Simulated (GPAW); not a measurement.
Runs of GPAW 26.7.0 on PtSe2 (Sudovikovite). The structure is trigonal, space group P-3m1 (No. 164). Conventional cell: a = 3.724 Å, b = 3.724 Å, c = 5.062 Å, α = 90.00°, β = 90.00°, γ = 120.00°. Pt (site symmetry -3m) has 6 Se at 2.49 Å as nearest neighbours. Se (site symmetry 3m) has 3 Pt at 2.49 Å as nearest neighbours. 

| task | level | potentials or basis | spin | cell | k mesh | band path | band points | spin axis theta (degrees) | spin axis phi (degrees) | soc after scf | gap on the mesh (eV) | pressure (GPa) | largest force (eV/Å) |
| --- | --- | --- | --- | --- | --- | --- | --- | --- | --- | --- | --- | --- | --- |
| band structure | RPBE | the program's PAW data sets (release 1.2.1) made for this functional, pw | SOC, no magnetisation | as given | 6 × 6 × 4 | GMKGALHA,LM,KH | 80 | 90 | 0 | second variation | - | (b) | 0.68 |
| relaxation of cell and atoms | BP86+D3 | PAW data sets generated in the run's folder for this functional, pw | off | relaxed to 2 GPa | 6 × 6 × 4 | - | - | - | - | - | none | 2.0 | - |
| single point | PBEsol | PAW data sets generated in the run's folder for this functional, pw | off | atoms moved at random, drawn with an rms of 0.05 Å | 8 × 8 × 5 | - | - | - | - | - | none | 2.1 | 1.96 |
| single point | PBEsol | PAW data sets generated in the run's folder for this functional, pw | off | as given | 8 × 8 × 5 | - | - | - | - | - | none | 2.2 | 0.37 |
| relaxation of cell and atoms | BLYP+D3 | PAW data sets generated in the run's folder for this functional, pw | off | relaxed to 10 GPa | 6 × 6 × 4 | - | - | - | - | - | none | 9.7 | 0.01 |
| band structure | AM05 | PAW data sets generated in the run's folder for this functional, pw | SOC, no magnetisation | as given | 6 × 6 × 4 | GMKGALHA,LM,KH | 60 | 54.7 | 45 | second variation | - | 2.0 | (a) |

Alike in all rows: cutoff (eV) 600; smearing fermi-dirac 0.05 eV.

Question: Estimate the missing entries.

Answer: (a) 0.21; (b) 10.1.

Caveats: spin-orbit coupling was added after a scalar SCF, so levels and gaps hold it while energy, forces, pressure and moments don't (some runs); this program's spin-orbit splittings come out too wide for heavy elements (some runs); later steps reuse the first step's grids (some runs); pairwise dispersion overbinds metals, which lowers pressure and volume (some runs).

A k mesh can miss the band edges, and rows without SOC leave out spin-orbit coupling on Pt, Se.

A gap of «none» marks a metal or a gap under the smearing width.
